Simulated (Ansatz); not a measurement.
# AlN: short molecular dynamics of a 16-atom cell, part 2 of 2

How do the atoms of AlN (database structure) move when started on their sites? Runs: PBE, 30 steps of 1.5 fs under a Langevin thermostat at 2200 K; PBEsol, 20 steps of 1 fs under a Nosé-Hoover thermostat at 200 K. The cell is a 2×2×2 supercell of the structure relaxed with r2SCAN.

Ansatz 0.2.0, plane waves. The steps go on from the part before.

## Step 8: Positions and forces

Positions (Å) and forces (eV/Å):

```xyz
16
Lattice="0.000 4.370 4.370 4.370 0.000 4.370 4.370 4.370 0.000" Properties=species:S:1:pos:R:3:forces:R:3 pbc="T T T" time_fs=3.0 T=180 dE=0.0387
Al    0.001   -0.009    0.004   -0.188    0.250   -0.106
N     3.291    3.289    3.278   -0.193   -0.239   -0.077
Al    2.193    2.187   -0.014   -0.408   -0.161    0.483
N     5.449    5.467    3.277    0.257   -0.142    0.068
Al    2.194   -0.003    2.185   -0.221    0.312    0.007
N     5.446    3.267    5.489    0.378    0.135   -0.483
Al    4.378    2.186    2.179   -0.009    0.144    0.038
N     7.644    5.465    5.464   -0.082   -0.097   -0.110
Al   -0.007    2.179    2.185   -0.028    0.014    0.074
N     3.294    5.461    5.470   -0.345    0.139   -0.166
Al    2.190    4.370    2.190   -0.225   -0.039   -0.094
N     5.471    7.663    5.451   -0.032   -0.266    0.184
Al    2.184    2.191    4.365    0.061   -0.099   -0.080
N     5.443    5.458    7.643    0.378    0.064    0.102
Al    4.360    4.368    4.373    0.385   -0.004    0.131
N     7.631    7.647    7.647    0.271   -0.012    0.030
16
Lattice="0.000 4.370 4.370 4.370 0.000 4.370 4.370 4.370 0.000" Properties=species:S:1:pos:R:3:forces:R:3 pbc="T T T" time_fs=7.0 T=111 dE=0.1735
Al    0.002   -0.020    0.008   -0.400    0.551   -0.246
N     3.308    3.301    3.277   -0.421   -0.510   -0.175
Al    2.201    2.190   -0.030   -0.869   -0.383    1.027
N     5.434    5.472    3.277    0.531   -0.290    0.153
Al    2.205   -0.005    2.186   -0.470    0.657   -0.008
N     5.428    3.256    5.519    0.784    0.340   -1.002
Al    4.388    2.188    2.172   -0.029    0.299    0.096
N     7.639    5.467    5.465   -0.164   -0.200   -0.223
Al   -0.016    2.172    2.186   -0.059    0.014    0.161
N     3.314    5.462    5.478   -0.717    0.268   -0.336
Al    2.197    4.371    2.197   -0.486   -0.090   -0.207
N     5.482    7.682    5.438   -0.049   -0.565    0.396
Al    2.183    2.198    4.359    0.127   -0.221   -0.160
N     5.422    5.454    7.639    0.790    0.126    0.211
Al    4.350    4.365    4.378    0.827    0.010    0.273
N     7.612    7.646    7.648    0.605   -0.006    0.041
16
Lattice="0.000 4.370 4.370 4.370 0.000 4.370 4.370 4.370 0.000" Properties=species:S:1:pos:R:3:forces:R:3 pbc="T T T" time_fs=10.0 T=60 dE=0.2730
Al    0.002   -0.026    0.011   -0.493    0.713   -0.325
N     3.317    3.307    3.276   -0.531   -0.631   -0.212
Al    2.204    2.190   -0.039   -1.093   -0.497    1.307
N     5.427    5.473    3.279    0.651   -0.350    0.182
Al    2.211   -0.004    2.187   -0.599    0.817   -0.019
N     5.420    3.249    5.535    0.946    0.440   -1.234
Al    4.395    2.190    2.167   -0.051    0.358    0.139
N     7.635    5.467    5.464   -0.182   -0.242   -0.264
Al   -0.023    2.166    2.187   -0.043    0.023    0.189
N     3.323    5.464    5.481   -0.882    0.311   -0.409
Al    2.200    4.371    2.201   -0.620   -0.123   -0.276
N     5.490    7.693    5.432   -0.065   -0.704    0.497
Al    2.183    2.202    4.354    0.160   -0.295   -0.186
N     5.412    5.451    7.638    0.977    0.153    0.256
Al    4.345    4.362    4.382    1.045    0.024    0.325
N     7.602    7.646    7.649    0.780    0.003    0.030
16
Lattice="0.000 4.370 4.370 4.370 0.000 4.370 4.370 4.370 0.000" Properties=species:S:1:pos:R:3:forces:R:3 pbc="T T T" time_fs=13.0 T=37 dE=0.3184
Al   -0.001   -0.030    0.012   -0.504    0.796   -0.360
N     3.323    3.309    3.273   -0.566   -0.655   -0.196
Al    2.203    2.189   -0.043   -1.175   -0.521    1.444
N     5.423    5.472    3.281    0.680   -0.358    0.166
Al    2.216   -0.001    2.187   -0.664    0.866   -0.017
N     5.418    3.245    5.543    0.951    0.448   -1.300
Al    4.403    2.194    2.163   -0.081    0.352    0.178
N     7.629    5.466    5.462   -0.152   -0.244   -0.258
Al   -0.030    2.161    2.189    0.025    0.057    0.168
N     3.327    5.468    5.483   -0.925    0.304   -0.432
Al    2.200    4.370    2.204   -0.681   -0.147   -0.327
N     5.497    7.699    5.428   -0.102   -0.746    0.527
Al    2.183    2.206    4.348    0.179   -0.347   -0.174
N     5.407    5.450    7.637    1.032    0.165    0.261
Al    4.343    4.360    4.388    1.133    0.029    0.308
N     7.597    7.645    7.650    0.848    0.003    0.010
16
Lattice="0.000 4.370 4.370 4.370 0.000 4.370 4.370 4.370 0.000" Properties=species:S:1:pos:R:3:forces:R:3 pbc="T T T" time_fs=17.0 T=60 dE=0.2723
Al   -0.006   -0.031    0.012   -0.383    0.771   -0.333
N     3.326    3.305    3.268   -0.491   -0.530   -0.090
Al    2.197    2.185   -0.041   -1.043   -0.388    1.387
N     5.425    5.468    3.286    0.579   -0.288    0.073
Al    2.219    0.008    2.188   -0.646    0.745    0.012
N     5.423    3.244    5.541    0.725    0.311   -1.138
Al    4.412    2.201    2.158   -0.139    0.240    0.219
N     7.620    5.462    5.457   -0.041   -0.188   -0.177
Al   -0.039    2.154    2.192    0.188    0.139    0.072
N     3.324    5.476    5.480   -0.785    0.219   -0.379
Al    2.198    4.369    2.207   -0.638   -0.165   -0.364
N     5.506    7.700    5.428   -0.184   -0.646    0.450
Al    2.184    2.208    4.340    0.180   -0.377   -0.096
N     5.411    5.449    7.640    0.895    0.155    0.205
Al    4.347    4.358    4.397    1.033    0.024    0.178
N     7.599    7.645    7.651    0.751   -0.023   -0.018
16
Lattice="0.000 4.370 4.370 4.370 0.000 4.370 4.370 4.370 0.000" Properties=species:S:1:pos:R:3:forces:R:3 pbc="T T T" time_fs=20.0 T=102 dE=0.1922
Al   -0.012   -0.029    0.011   -0.209    0.664   -0.270
N     3.324    3.299    3.263   -0.367   -0.345    0.025
Al    2.188    2.181   -0.035   -0.780   -0.187    1.175
N     5.431    5.463    3.290    0.414   -0.187   -0.031
Al    2.219    0.017    2.188   -0.560    0.525    0.040
N     5.433    3.246    5.532    0.429    0.145   -0.862
Al    4.419    2.207    2.155   -0.199    0.097    0.242
N     7.612    5.458    5.451    0.077   -0.110   -0.074
Al   -0.045    2.149    2.195    0.327    0.204   -0.024
N     3.316    5.484    5.476   -0.547    0.103   -0.280
Al    2.194    4.367    2.207   -0.517   -0.167   -0.365
N     5.512    7.696    5.431   -0.250   -0.473    0.321
Al    2.186    2.209    4.333    0.160   -0.367    0.009
N     5.421    5.450    7.643    0.652    0.123    0.121
Al    4.353    4.356    4.404    0.814    0.027    0.014
N     7.605    7.644    7.652    0.556   -0.051   -0.041
```

## Step 9: What came out

The summary covers parts 1 to 2.

| quantity | value |
| --- | --- |
| run 1: length | 30 steps of 1.5 fs |
| run 1: temperature, first and last step | 2062 and 1515 K |
| run 1: temperature, second half | mean 1287 K, from 719 to 1938 K |
| run 1: potential energy, second half | +184 meV/atom from this run's first step |
| run 1: mean square displacement, second half | Al 0.036, N 0.023 Å² |
| run 2: length | 20 steps of 1 fs |
| run 2: temperature, first and last step | 200 and 102 K |
| run 2: temperature, second half | mean 58 K, from 37 to 102 K |
| run 2: potential energy, second half | +17 meV/atom from this run's first step |
| run 2: largest change of the conserved energy | 0.07 meV/atom |
| run 2: mean square displacement, second half | N 0.003, Al 0.001 Å² |

Run 1: Against a set 2200 K the second half averages 1287 K with a spread of 400 K (in equilibrium 16 atoms would scatter by about 449 K, over a far longer run); 184 meV/atom has gone into potential energy, and a thermostat that acts over some 100 fs has not made it up in 45 fs. The farthest move is 0.34 Å, against a mean nearest distance of 1.9 Å at the start: no atom has changed site so far. Run 2: Against a set 200 K the second half averages 58 K, going from 60 to 102 K over that half; 17 meV/atom has gone into potential energy, and a thermostat that acts over some 100 fs has not made it up in 20 fs. The conserved energy strays from its start by at most 0.07 meV/atom, 0.5 % of the mean kinetic energy, which is good for a step of 1 fs. The farthest move is 0.10 Å, against a mean nearest distance of 1.9 Å at the start: no atom has changed site so far. A run of 45 fs with 16 atoms shows the motion but fixes no equilibrium value.
